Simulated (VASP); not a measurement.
# A VASP 6.6.1 single-point calculation on HgSe

INCAR

```
ENCUT = 520
LREAL = .FALSE.
GGA = PE
NELECT = 18.02
LCHARG = .FALSE.
PREC = Accurate
IBRION = -1
LASPH = .TRUE.
ISMEAR = -1
NBANDS = 16
ISIF = 2
NELM = 120
EDIFF = 1E-7
SIGMA = 0.02
LWAVE = .FALSE.
ISYM = -1
NSW = 0
```

KPOINTS

```
KPOINTS created by Atomic Simulation Environment
0
Gamma
4 4 4
0 0 0
```

POSCAR

```
Hg Se
 1.0000000000000000
     0.0000000000000000    3.0308117952000000    3.0308117952000000
     3.0308117952000000    0.0000000000000000    3.0308117952000000
     3.0308117952000000    3.0308117952000000    0.0000000000000000
 Hg  Se
   1   1
Cartesian
  0.0000000000000000  0.0000000000000000  0.0000000000000000
  1.5154058976000000  1.5154058976000000  1.5154058976000000
```

The recommended PBE PAW datasets give the neutral cell 18 valence electrons.

Command

```
mpirun -np 1 vasp_std
```

OSZICAR

```
N       E                     dE             d eps       ncg     rms          rms(c)
DAV:   1     0.111166196079E+03    0.11117E+03   -0.84895E+03  2072   0.100E+03
DAV:   2    -0.253063381142E+00   -0.11142E+03   -0.10409E+03  2440   0.239E+02
DAV:   3    -0.419989889599E+01   -0.39468E+01   -0.39393E+01  2424   0.463E+01
DAV:   4    -0.421585993331E+01   -0.15961E-01   -0.15960E-01  2576   0.301E+00
DAV:   5    -0.421594536131E+01   -0.85428E-04   -0.85428E-04  2464   0.195E-01    0.836E+00
DAV:   6    -0.390121507496E+01    0.31473E+00   -0.51316E-01  3168   0.993E+00    0.645E+00
DAV:   7    -0.388789217729E+01    0.13323E-01   -0.14090E-01  2144   0.263E+00    0.275E+00
DAV:   8    -0.388725727075E+01    0.63491E-03   -0.18341E-02  2664   0.165E+00    0.225E-01
DAV:   9    -0.388710213704E+01    0.15513E-03   -0.19214E-03  2432   0.621E-01    0.935E-02
DAV:  10    -0.388711298664E+01   -0.10850E-04   -0.17547E-04  2320   0.168E-01    0.322E-02
DAV:  11    -0.388713481909E+01   -0.21832E-04   -0.65498E-05  2544   0.793E-02    0.192E-02
DAV:  12    -0.388713257750E+01    0.22416E-05   -0.97404E-06  2488   0.436E-02    0.661E-03
DAV:  13    -0.388713288096E+01   -0.30346E-06   -0.24736E-06  2264   0.118E-02    0.321E-03
DAV:  14    -0.388713277424E+01    0.10672E-06   -0.40331E-07  2760   0.648E-03    0.130E-03
DAV:  15    -0.388713279421E+01   -0.19964E-07   -0.44059E-08  1632   0.145E-03
   1 F= -.38871328E+01 E0= -.38867888E+01  d E =-.687984E-03
```

From OUTCAR

```
k-points           NKPTS =     64   k-points in BZ     NKDIM =     64   number of bands    NBANDS=     16

   NELECT =      18.0200    total number of electrons

   dimension x,y,z NGX =    32 NGY =   32 NGZ =   32
   dimension x,y,z NGXF=    64 NGYF=   64 NGZF=   64

  energy-cutoff  :      520.00
  volume of cell :       55.68
      direct lattice vectors                 reciprocal lattice vectors
     0.000000000  3.030811795  3.030811795    -0.164972302  0.164972302  0.164972302
     3.030811795  0.000000000  3.030811795     0.164972302 -0.164972302  0.164972302
     3.030811795  3.030811795  0.000000000     0.164972302  0.164972302 -0.164972302

 k-points in reciprocal lattice and weights: KPOINTS created by Atomic Simulation Env
   0.00000000  0.00000000  0.00000000       0.016
   0.25000000  0.00000000  0.00000000       0.016
   0.50000000  0.00000000  0.00000000       0.016
  -0.25000000  0.00000000  0.00000000       0.016
   0.00000000  0.25000000  0.00000000       0.016
   0.25000000  0.25000000  0.00000000       0.016
   0.50000000  0.25000000  0.00000000       0.016
  -0.25000000  0.25000000  0.00000000       0.016
   ...

 E-fermi :   1.9255

 k-point     1 :       0.0000    0.0000    0.0000
  band No.  band energies     occupation
      1     -11.6481      2.00000
      2      -5.3773      2.00000
      3      -5.3773      2.00000
      4      -5.3773      2.00000
      5      -4.6218      2.00000
      6      -4.6218      2.00000
      7       0.9366      2.00000
      8       1.8857      1.76000
      9       1.8857      1.76000
     10       1.8857      1.76000
     11       7.3302      0.00000
     12       7.3302      0.00000
     13       7.3302      0.00000
     14      10.3902      0.00000
     15      13.1928      0.00000
     16      13.1928      0.00000

 k-point     2 :       0.2500    0.0000    0.0000
  band No.  band energies     occupation
      1     -11.4089      2.00000
      2      -5.2771      2.00000
      3      -5.2771      2.00000
      4      -5.2067      2.00000
      5      -4.6187      2.00000
      6      -4.6187      2.00000
      7      -1.4136      2.00000
      8       1.3573      2.00000
      9       1.3573      2.00000
     10       2.9458      0.00000
     11       7.2464      0.00000
     12       7.9436      0.00000
     13       7.9436      0.00000
     14      11.4390      0.00000
     15      12.0220      0.00000
     16      12.0220      0.00000

 k-point     3 :       0.5000    0.0000    0.0000
  band No.  band energies     occupation
      1     -11.1548      2.00000
      2      -5.2031      2.00000
      3      -5.2031      2.00000
      4      -4.5724      2.00000
      5      -4.5724      2.00000
      6      -4.2861      2.00000
      7      -3.7263      2.00000
      8       0.8868      2.00000
      9       0.8868      2.00000
     10       2.9786      0.00000
     11       8.1014      0.00000
     12       8.1014      0.00000
     13       8.9045      0.00000
     14      11.1205      0.00000
     15      13.7082      0.00000
     16      13.7082      0.00000

 ...

  Total        2.2664702      2.2664702      2.2664695      0.0000013      0.0000004      0.0000017
  in kB       65.2159316     65.2159295     65.2159088      0.0000369      0.0000111      0.0000475
  external PRESSURE =      65.2159233 kB  Pullay stress =       0.0000000 kB

 POSITION                                       TOTAL-FORCE (eV/Angst)
 -----------------------------------------------------------------------------------
      0.00000      0.00000      0.00000         0.000000      0.000000     -0.000000
      1.51541      1.51541      1.51541        -0.000000     -0.000000      0.000000
 -----------------------------------------------------------------------------------
    total drift:                                0.000001     -0.000001     -0.000001

  FREE ENERGIE OF THE ION-ELECTRON SYSTEM (eV)
  ---------------------------------------------------
  free  energy   TOTEN  =        -3.8871327942 eV

  energy  without entropy=       -3.8864448098  energy(sigma->0) =       -3.88678880
```

It converged. Results: pressure 6.5 GPa.

The cell is charged and sits in a uniform background.

For comparison, a separate PBE run of the intended cell, on usual settings and not on those above, gives a gap of 0.00 eV on its mesh and a pressure of 5.6 GPa.

The run above took about 31 s on one core of a shared host (Intel Xeon Platinum 8488C) and held 0.21 GiB at most.
